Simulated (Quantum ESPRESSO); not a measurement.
# AgCl (Chlorargyrite) (Fm-3m) in Quantum ESPRESSO: notebook, part 2 of 2

Quantum ESPRESSO 7.5. The steps go on from the part before.

### Step 3. Band structure, RPBE

Input file pw.in:

```
&CONTROL
  calculation = 'scf'
  prefix = 'pwscf'
  outdir = './tmp'
  pseudo_dir = './pseudo'
  tprnfor = .true.
  tstress = .true.
  disk_io = 'low'
/
&SYSTEM
  ibrav = 0
  A = 3.86787409
  nat = 2
  ntyp = 2
  ecutwfc = 70
  nbnd = 20
  input_dft = 'rpbe'
  occupations = 'smearing'
  smearing = 'fd'
  degauss = 0.00367493
/
&ELECTRONS
  conv_thr = 4d-10
  electron_maxstep = 120
  mixing_beta = 0.5
/
ATOMIC_SPECIES
Ag   107.8682 Ag_ONCV_PBE-1.2.upf
Cl    35.4500 Cl_ONCV_PBE-1.2.upf
CELL_PARAMETERS alat
   0.0000000000    0.7071067818    0.7071067818
   0.7071067818    0.0000000000    0.7071067818
   0.7071067818    0.7071067818    0.0000000000
ATOMIC_POSITIONS alat
Ag     0.0000000000    0.0000000000    0.0000000000
Cl     0.7071067818    0.7071067818    0.7071067818
K_POINTS automatic
8 8 8 0 0 0
```

Input file bands.in:

```
&CONTROL
  calculation = 'bands'
  prefix = 'pwscf'
  outdir = './tmp'
  pseudo_dir = './pseudo'
  disk_io = 'low'
  verbosity = 'high'
/
&SYSTEM
  ibrav = 0
  A = 3.86787409
  nat = 2
  ntyp = 2
  ecutwfc = 70
  nbnd = 20
  input_dft = 'rpbe'
  occupations = 'smearing'
  smearing = 'fd'
  degauss = 0.00367493
/
&ELECTRONS
  conv_thr = 1d-08
  electron_maxstep = 120
  mixing_beta = 0.5
  diago_full_acc = .true.
  startingwfc = 'random'
/
ATOMIC_SPECIES
Ag   107.8682 Ag_ONCV_PBE-1.2.upf
Cl    35.4500 Cl_ONCV_PBE-1.2.upf
CELL_PARAMETERS alat
   0.0000000000    0.7071067818    0.7071067818
   0.7071067818    0.0000000000    0.7071067818
   0.7071067818    0.7071067818    0.0000000000
ATOMIC_POSITIONS alat
Ag     0.0000000000    0.0000000000    0.0000000000
Cl     0.7071067818    0.7071067818    0.7071067818
K_POINTS crystal
60
 0.0000000000  0.0000000000  0.0000000000 1
 0.0625000000  0.0000000000  0.0625000000 1
 0.1250000000  0.0000000000  0.1250000000 1
 0.1875000000  0.0000000000  0.1875000000 1
 0.2500000000  0.0000000000  0.2500000000 1
 0.3125000000  0.0000000000  0.3125000000 1
 0.3750000000  0.0000000000  0.3750000000 1
 0.4375000000  0.0000000000  0.4375000000 1
 0.5000000000  0.0000000000  0.5000000000 1
 0.5000000000  0.0625000000  0.5625000000 1
 0.5000000000  0.1250000000  0.6250000000 1
 0.5000000000  0.1875000000  0.6875000000 1
 0.5000000000  0.2500000000  0.7500000000 1
 0.4375000000  0.3125000000  0.7500000000 1
 0.3750000000  0.3750000000  0.7500000000 1
 0.3375000000  0.3375000000  0.6750000000 1
 0.3000000000  0.3000000000  0.6000000000 1
 0.2625000000  0.2625000000  0.5250000000 1
 0.2250000000  0.2250000000  0.4500000000 1
 0.1875000000  0.1875000000  0.3750000000 1
 0.1500000000  0.1500000000  0.3000000000 1
 0.1125000000  0.1125000000  0.2250000000 1
 0.0750000000  0.0750000000  0.1500000000 1
 0.0375000000  0.0375000000  0.0750000000 1
 0.0000000000  0.0000000000  0.0000000000 1
 0.0625000000  0.0625000000  0.0625000000 1
 0.1250000000  0.1250000000  0.1250000000 1
 0.1875000000  0.1875000000  0.1875000000 1
 0.2500000000  0.2500000000  0.2500000000 1
 0.3125000000  0.3125000000  0.3125000000 1
 0.3750000000  0.3750000000  0.3750000000 1
 0.4375000000  0.4375000000  0.4375000000 1
 0.5000000000  0.5000000000  0.5000000000 1
 0.5250000000  0.4500000000  0.5250000000 1
 0.5500000000  0.4000000000  0.5500000000 1
 0.5750000000  0.3500000000  0.5750000000 1
 0.6000000000  0.3000000000  0.6000000000 1
 0.6250000000  0.2500000000  0.6250000000 1
 0.5833333333  0.2500000000  0.6666666667 1
 0.5416666667  0.2500000000  0.7083333333 1
 0.5000000000  0.2500000000  0.7500000000 1
 0.5000000000  0.2857142857  0.7142857143 1
 0.5000000000  0.3214285714  0.6785714286 1
 0.5000000000  0.3571428571  0.6428571429 1
 0.5000000000  0.3928571429  0.6071428571 1
 0.5000000000  0.4285714286  0.5714285714 1
 0.5000000000  0.4642857143  0.5357142857 1
 0.5000000000  0.5000000000  0.5000000000 1
 0.4821428571  0.4821428571  0.5357142857 1
 0.4642857143  0.4642857143  0.5714285714 1
 0.4464285714  0.4464285714  0.6071428571 1
 0.4285714286  0.4285714286  0.6428571429 1
 0.4107142857  0.4107142857  0.6785714286 1
 0.3928571429  0.3928571429  0.7142857143 1
 0.3750000000  0.3750000000  0.7500000000 1
 0.6250000000  0.2500000000  0.6250000000 1
 0.5937500000  0.1875000000  0.5937500000 1
 0.5625000000  0.1250000000  0.5625000000 1
 0.5312500000  0.0625000000  0.5312500000 1
 0.5000000000  0.0000000000  0.5000000000 1
```

Potentials or basis: SG15 PBE 1.2.

Run with:

```bash
$ OMP_NUM_THREADS=1 pw.x -in pw.in > pw.out
$ OMP_NUM_THREADS=1 pw.x -in bands.in > bands.out
```

pw.out:

```text
This program is part of the open-source Quantum ESPRESSO suite
     for quantum simulation of materials; please cite
         "P. Giannozzi et al., J. Phys.:Condens. Matter 21 395502 (2009);
         "P. Giannozzi et al., J. Phys.:Condens. Matter 29 465901 (2017);
         "P. Giannozzi et al., J. Chem. Phys. 152 154105 (2020);
     in publications or presentations arising from this work. More details at

     IMPORTANT: XC functional enforced from input :
     Exchange-correlation= RPBE
                           (   1   4  44   4   0   0   0)
     Any further DFT definition will be discarded
     Please, verify this is what you really want

     Message from routine setup:
     using ibrav=0 with symmetry is DISCOURAGED, use correct ibrav instead

     G-vector sticks info
     --------------------
     sticks:   dense  smooth     PW     G-vecs:    dense   smooth      PW
     Sum        1039    1039    313                22075    22075    3527

     Using Slab Decomposition

     bravais-lattice index     =            0
     lattice parameter (alat)  =       7.3092  a.u.
     unit-cell volume          =     276.1205 (a.u.)^3
     number of atoms/cell      =            2
     number of atomic types    =            2
     number of electrons       =        26.00
     number of Kohn-Sham states=           20
     kinetic-energy cutoff     =      70.0000  Ry
     charge density cutoff     =     280.0000  Ry
     scf convergence threshold =      4.0E-10
     mixing beta               =       0.5000
     number of iterations used =            8  plain     mixing
     Exchange-correlation= RPBE
                           (   1   4  44   4   0   0   0)

     celldm(1)=   7.309223  celldm(2)=   0.000000  celldm(3)=   0.000000
[... 83 lines left out ...]
     Starting wfcs are random

     Self-consistent Calculation

     iteration #  1     ecut=    70.00 Ry     beta= 0.50
     Davidson diagonalization with overlap
     ethr =  1.00E-02,  avg # of iterations =  9.2

     Threshold (ethr) on eigenvalues was too large:
     Diagonalizing with lowered threshold

     Davidson diagonalization with overlap
     ethr =  4.31E-04,  avg # of iterations =  2.4

     total energy              =    -317.96033080 Ry
     estimated scf accuracy    <       0.12248748 Ry
[... 57 lines left out ...]
     iteration # 10     ecut=    70.00 Ry     beta= 0.50
     Davidson diagonalization with overlap
     ethr =  7.83E-12,  avg # of iterations =  2.0

     End of self-consistent calculation

          k = 0.0000 0.0000 0.0000 (  2733 PWs)   bands (ev):

   -80.8349 -44.3697 -44.3697 -44.3697  -6.2649   6.5070   6.5070   6.5070
     6.5556   6.5556   6.6314   6.6314   6.6314  10.2527  20.1416  20.1416
    20.1416  21.7899  22.9378  22.9378
[... 165 lines left out ...]
   -80.8347 -44.3720 -44.3720 -44.3711  -5.7265   4.6730   4.8930   4.8930
     6.9850   6.9850   7.0208   7.0461   7.8559  13.5563  17.2348  17.2348
    17.4108  23.0077  23.0077  24.4457

     the Fermi energy is     9.7449 ev

!    total energy              =    -317.98644262 Ry
     estimated scf accuracy    <          7.3E-12 Ry
     smearing contrib. (-TS)   =      -0.00000001 Ry
     internal energy E=F+TS    =    -317.98644260 Ry

     The total energy is F=E-TS. E is the sum of the following terms:
     one-electron contribution =    -168.16740311 Ry
     hartree contribution      =      93.28749831 Ry
     xc contribution           =     -33.20966465 Ry
     ewald contribution        =    -209.89687316 Ry

     convergence has been achieved in  10 iterations

     Forces acting on atoms (cartesian axes, Ry/au):

     atom    1 type  1   force =     0.00000000    0.00000000    0.00000000
     atom    2 type  2   force =    -0.00000000   -0.00000000    0.00000000

     Total force =     0.000000     Total SCF correction =     0.000000

     Computing stress (Cartesian axis) and pressure

          total   stress  (Ry/bohr**3)                   (kbar)     P=       75.04
   0.00051010   0.00000000  -0.00000000           75.04        0.00       -0.00
  -0.00000000   0.00051010  -0.00000000           -0.00       75.04       -0.00
   0.00000000  -0.00000000   0.00051010            0.00       -0.00       75.04

=------------------------------------------------------------------------------=
   JOB DONE.
=------------------------------------------------------------------------------=
```

Wall time 69 s (1 thread of Arm Neoverse V1, shared host); peak memory 0.1 GiB.

What came out:

```yaml
Free_energy: -4326.4260 eV
Pressure: 7.5 GPa
Band_gap_on_the_k_mesh: 1.17 eV, indirect (least direct gap 3.53 eV)
Band_gap_along_the_path: 1.17 eV, indirect (least direct gap 3.37 eV)
```

Levels at the corners of the path, in eV from the valence-band top:
```csv
point,band 10,band 11,band 12,band 13,band 14,band 15,band 16,band 17
Γ,-2.53,-2.45,-2.45,-2.45,1.17,11.06,11.06,11.06
X,-2.33,-2.06,-2.06,-1.94,2.59,8.20,9.01,11.98
W,-2.10,-2.06,-2.04,-1.23,4.47,8.15,8.15,8.33
K,-2.12,-1.94,-1.72,-1.10,3.86,7.51,8.44,10.17
Γ,-2.53,-2.45,-2.45,-2.45,1.17,11.06,11.06,11.06
L,-2.19,-1.85,0.00,0.00,4.43,6.96,7.89,7.89
U,-2.12,-1.94,-1.72,-1.10,3.86,7.51,8.44,10.17
W,-2.10,-2.06,-2.04,-1.23,4.47,8.15,8.15,8.33
L,-2.19,-1.85,0.00,0.00,4.43,6.96,7.89,7.89
K,-2.12,-1.94,-1.72,-1.10,3.86,7.51,8.44,10.17
U,-2.12,-1.94,-1.72,-1.10,3.86,7.51,8.44,10.17
X,-2.33,-2.06,-2.06,-1.94,2.59,8.20,9.01,11.98
```

Caveat: the potentials were made for another functional, which shifts forces and pressure; this potential file gives levels or pressures that part from those of other sets.

### Step 4. How close it comes

Step 2. Measured gap of AgCl: 3.249 eV (indirect; a printed reference work, data compilation). This calculation gives 0.96 eV (-2.29 eV). So large a miss can be the level of theory's own, or it may mean another phase, state or a wrong row. Spin-orbit coupling on Ag is left out. The value is that of PBE, without temperature or zero-point motion. Semilocal functionals fall short of measured gaps as a rule.

Step 3. Against the measured gap of AgCl, 3.249 eV (indirect; a printed reference work, data compilation), the calculated 1.17 eV is off by -2.08 eV. So large a miss can be the level of theory's own, or it may mean another phase, state or a wrong row. Spin-orbit coupling on Ag is left out. The value is that of RPBE, without temperature or zero-point motion. Semilocal functionals fall short of measured gaps as a rule.
